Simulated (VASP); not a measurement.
# Se (P3_121) in VASP: further runs, part 2 of 2

VASP 6.6.1. Earlier steps stand in the parts before.

## 4. Electron localisation function, LDA (cell strained at random at fixed volume)

File INCAR:

```
  PREC = Accurate
  ENCUT = 600
  EDIFF = 1E-6
  ISMEAR = -1
  SIGMA = 0.1
  LREAL = F
  LASPH = T
  NELM = 100
  ALGO = Fast
  ISIF = 2
  LWAVE = F
  LCHARG = T
  LELF = T
```

File KPOINTS:

```
regular mesh
0
Gamma
  7 7 6
```

File POSCAR:

```
Se
1.0
    4.3527750000     -0.0282980000      0.0070720000
   -2.2008950000      3.8311620000     -0.0131980000
    0.0080230000     -0.0126580000      4.9225600000
Se
3
Direct
    0.7746000000      0.7746000000      0.0000000000
    0.0000000000      0.2254000000      0.6666666667
    0.2254000000      0.0000000000      0.3333333333
```

Potentials or basis: VASP PAW LDA potentials, release 64 (Se_GW).

On the command line:

```bash
$ cat potpaw_LDA.64/Se_GW/POTCAR > POTCAR
$ mpirun -np 1 vasp_std > vasp.out
```

Wall time 94 s (1 thread of Intel Xeon Platinum 8488C (Sapphire Rapids), shared host); peak memory 0.29 GiB.

The run converged. Its results:

- Free energy: -12.3319 eV
- Pressure: -0.9 GPa
- Largest force: 0.334 eV/Å
- Band gap on the k mesh: 0.99 eV, indirect (least direct gap 1.43 eV)

Forces in eV/Å, atoms in the order of the input:
```
Se  -0.194 -0.187 -0.110
Se  -0.138  0.155  0.089
Se   0.332  0.032  0.021
```

Stress tensor (GPa, compression positive):
```
-1.25  0.12  0.12
 0.12 -1.81  0.50
 0.12  0.50  0.27
```

Levels at points of the mesh, in eV from the valence-band top:
| k point | band 5 | band 6 | band 7 | band 8 | band 9 | band 10 | band 11 | band 12 | band 13 |
| --- | --- | --- | --- | --- | --- | --- | --- | --- | --- |
| (0.00, 0.00, 0.00) | -3.87 | -3.83 | -2.09 | -2.07 | -0.41 | 1.77 | 1.85 | 2.08 | 5.86 |
| (0.00, 0.00, 0.50) | -3.46 | -3.41 | -1.62 | -1.58 | -1.09 | 0.99 | 1.11 | 1.25 | 6.19 |

Caveat: an odd mesh through Γ misses points on the zone boundary, where band edges often lie.

## 5. Relaxation of the atoms, PBE+D3 (atoms moved at random, drawn with an rms of 0.05 Å)

File INCAR:

```
ALGO = Normal ; EDIFF = 1E-6
EDIFFG = -0.01 ; ENCUT = 500
GGA = PE ; IBRION = 2
ISIF = 2 ; ISMEAR = -5
IVDW = 11 ; LASPH = T
LCHARG = F ; LREAL = F
LWAVE = F ; NELM = 60
NSW = 60 ; PREC = Accurate
SIGMA = 0.05
```

File KPOINTS:

```
k-points
0
Gamma
  7 7 6
```

File POSCAR:

```
Se
1.0
    4.3662000000      0.0000000000      0.0000000000
   -2.1831000000      3.7812401180      0.0000000000
    0.0000000000      0.0000000000      4.9536000000
Se
3
Selective dynamics
Direct
    0.7789440000      0.7780360000      0.0026320000  F F F
    0.0091810000      0.2360590000      0.6578350000  T T T
    0.2278140000      0.0017800000      0.3273810000  T T T
```

Potentials or basis: VASP PAW PBE potentials, release 64 (Se).

On the command line:

```bash
$ cat potpaw_PBE.64/Se/POTCAR > POTCAR
$ mpirun -np 1 vasp_std > vasp.out
```

OUTCAR:

```text
EDIFF = 1E-6
   EDIFFG = -0.01
   ENCUT = 500
   GGA = PE
   IBRION = 2
   ISIF = 2
   ISMEAR = -5
   IVDW = 11
   LASPH = T
   LREAL = F
   NELM = 60
   NSW = 60
   PREC = Accurate
 IVDW          = 11

 ion  position               nearest neighbor table
   1  0.779  0.778  0.003-   3 2.34   2 2.43
   2  0.009  0.236  0.658-   3 2.37   1 2.43
   3  0.228  0.002  0.327-   1 2.34   2 2.37

  LATTYP: Found a hexagonal cell.
 ALAT       =     4.3662000000
 C/A-ratio  =     1.1345334616

  Lattice vectors:

 A1 = (   4.3662000000,   0.0000000000,   0.0000000000)
 A2 = (  -2.1831000000,   3.7812401180,   0.0000000000)
 A3 = (   0.0000000000,   0.0000000000,   4.9536000000)

Analysis of symmetry for initial positions (statically):
=====================================================================
 Subroutine PRICEL returns:
 Original cell was already a primitive cell.

 Routine SETGRP: Setting up the symmetry group for a
 hexagonal supercell.
[... 522 lines left out ...]
  free energy    TOTEN  =       -10.48764508 eV

  energy without entropy =      -10.48764508  energy(sigma->0) =      -10.48764508

 E-fermi :   2.7377     XC(G=0):  -8.8676

 val. band max:        2.6696644385   @ k =   0.4286   0.1429   0.5000
 cond. band min:       3.7250997983   @ k =   0.0000   0.0000   0.5000
 fundamental gap:      1.0554353598
 Fermi energy:         2.7377410023

 k-point     1 :       0.0000    0.0000    0.0000
  band No.  band energies     occupation
      1     -13.0216      2.00000
      2      -9.0132      2.00000
      3      -9.0124      2.00000
      4      -1.0832      2.00000
      5      -1.0714      2.00000
      6      -1.0707      2.00000
      7       0.6847      2.00000
      8       0.6850      2.00000
      9       2.2244      2.00000
     10       4.4370      0.00000
     11       4.4380      0.00000
     12       4.6498      0.00000
     13       8.9364      0.00000
[... 354 lines left out ...]
  band No.  band energies     occupation
      1     -12.4472      2.00000
      2      -9.4034      2.00000
      3      -9.2183      2.00000
      4      -2.2220      2.00000
      5      -2.1728      2.00000
      6      -0.4233      2.00000
      7      -0.0081      2.00000
      8       0.2319      2.00000
      9       1.0700      2.00000
     10       5.3430      0.00000
     11       5.7197      0.00000
     12       6.1435      0.00000
     13       8.5302      0.00000

 [... further k-points ...]

------------------------ aborting loop because EDIFF is reached ----------------------------------------

 Edisp (eV)   -0.61202

 E8    (eV) :    -0.3493
[... 26 lines left out ...]
  FREE ENERGIE OF THE ION-ELECTRON SYSTEM (eV)
  ---------------------------------------------------
  free  energy   TOTEN  =       -11.0996628662 eV

  energy  without entropy=      -11.0996628662  energy(sigma->0) =      -11.09966287

 reached required accuracy - stopping structural energy minimisation
```

OSZICAR:

```text
N       E                     dE             d eps       ncg     rms          rms(c)
DAV:   1     0.883262267155E+02    0.88326E+02   -0.71432E+03  3848   0.111E+03
DAV:   2    -0.429038561935E+01   -0.92617E+02   -0.89440E+02  5183   0.177E+02
DAV:   3    -0.104778861019E+02   -0.61875E+01   -0.61469E+01  4633   0.533E+01
[... 58 lines left out ...]
       N       E                     dE             d eps       ncg     rms          rms(c)
DAV:   1    -0.104875831531E+02   -0.20971E-04   -0.19198E-02  3848   0.864E-01    0.435E-02
DAV:   2    -0.104876467056E+02   -0.63552E-04   -0.76463E-04  4798   0.181E-01    0.156E-02
DAV:   3    -0.104876456672E+02    0.10383E-05   -0.63923E-06  4468   0.217E-02    0.100E-02
DAV:   4    -0.104876450778E+02    0.58939E-06   -0.17790E-06  2944   0.102E-02
   9 F= -.11099663E+02 E0= -.11099663E+02  d E =-.197195E-03
```

It took 4.1 min on 1 thread of Intel Xeon Platinum 8488C (Sapphire Rapids), shared host; peak memory 0.28 GiB.

What came out:

* Free energy: -11.0997 eV
* Energy gained by relaxing: 9.0 meV/atom
* Ionic steps: 9
* Pressure after relaxing: 0.2 GPa
* Band gap on the k mesh: 1.06 eV, indirect (least direct gap 1.50 eV)
* Dispersion energy per atom: -0.204 eV

Step by step:
```tsv
step	energy change (eV)	largest force (eV/Å)	pressure (GPa)
1	0.0000	0.6386	1.57
2	-0.0172	0.4113	0.82
3	-0.0230	0.1994	0.07
4	-0.0252	0.1243	0.13
5	-0.0262	0.0732	0.21
6	-0.0266	0.0466	0.25
7	-0.0268	0.0442	0.30
8	-0.0269	0.0259	0.27
9	-0.0270	0.0092	0.24
```

Final structure:
```
Se
1.0
     4.36620    0.00000    0.00000
    -2.18310    3.78124    0.00000
     0.00000    0.00000    4.95360
Se
3
Direct
  0.77894 0.77804 0.00263
  0.01100 0.24086 0.66928
  0.24181 0.00875 0.33601
```

Levels at points of the mesh, in eV from the valence-band top:
```
           k point  band 7  band 8  band 9  band 10  band 11  band 12
(0.00, 0.00, 0.00)   -1.99   -1.98   -0.45     1.77     1.77     1.98
(0.00, 0.00, 0.50)   -1.55   -1.55   -1.10     1.06     1.06     1.23
```

Caveat: an odd mesh through Γ misses points on the zone boundary, where band edges often lie.

## 6. The runs side by side

| task | level | potentials or basis | cell | k mesh | cutoff (eV) | smearing | grid for exact exchange (PRECFOCK) | exchange at q = 0 | atoms held fixed (from 0) | gap on the mesh (eV) | pressure (GPa) | largest force (eV/Å) |
| --- | --- | --- | --- | --- | --- | --- | --- | --- | --- | --- | --- | --- |
| single point | B3LYP+TS | VASP PAW PBE potentials, release 64 (Se) | volume scaled by 1.04 | 5 × 5 × 4 | 520 | fermi-dirac 0.05 eV | Fast | truncated | - | 2.41 | 0.4 | 0.32 |
| electron localisation function | LDA | VASP PAW LDA potentials, release 64 (Se_GW) | cell strained at random at fixed volume | 7 × 7 × 6 | 600 | fermi-dirac 0.1 eV | - | - | - | 0.99 | -0.9 | 0.33 |
| relaxation of the atoms | PBE+D3 | VASP PAW PBE potentials, release 64 (Se) | atoms relaxed from: atoms moved at random, drawn with an rms of 0.05 Å | 7 × 7 × 6 | 500 | tetrahedron | - | - | [0] | 1.06 | 0.2 | - |

Alike in all rows: no spin polarisation.

Caveats: an odd mesh through Γ misses points on the zone boundary, where band edges often lie; the PAW data sets were made with another functional, which shifts forces and pressure a little (some runs).

Absolute energies hang on the potentials; compare differences alone.
